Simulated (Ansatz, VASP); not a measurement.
**Ru in VASP and in Ansatz**

```xyz
2
Lattice="0.0000 2.6352 2.6352 2.6352 0.0000 2.6352 2.6352 2.6352 0.0000" Properties=species:S:1:pos:R:3 pbc="T T T"
Ru    0.6588    0.6588    0.6588
Ru    4.6115    4.6115    4.6115
```

The cell was built by a generator and needn't be a form met in nature.

Alike in both runs: task relaxation of cell and atoms; functional PBEsol; k mesh 10 × 10 × 10; occupations fermi-dirac, width 0.1 eV; no spin polarisation.

|  | VASP | Ansatz |
| --- | --- | --- |
| version | VASP 6.6.1 | Ansatz 0.2.0 |
| potentials or method | VASP PAW PBE potentials, release 64 (Ru_pv) | plane waves (420 eV) with PAW, scalar-relativistic |
| plane-wave cutoff (eV) | 600 | 420 |
| valence electrons in the cell | 28 | 32 |

```tsv
	VASP	Ansatz	Ansatz less VASP
relaxed volume (Å³/atom)	19.63	19.59	-0.037
relaxed cell length with the largest relative difference (Å)	3.815	3.812	-0.0024
energy change over the relaxation (meV/atom)	-58	-55	+2.9
```

The two sets of potentials don't hold the same shells in valence. Ansatz warned: «pseudo_functional_mismatch».

Caveats: the PAW data sets were made with another functional, which shifts forces and pressure a little (VASP).
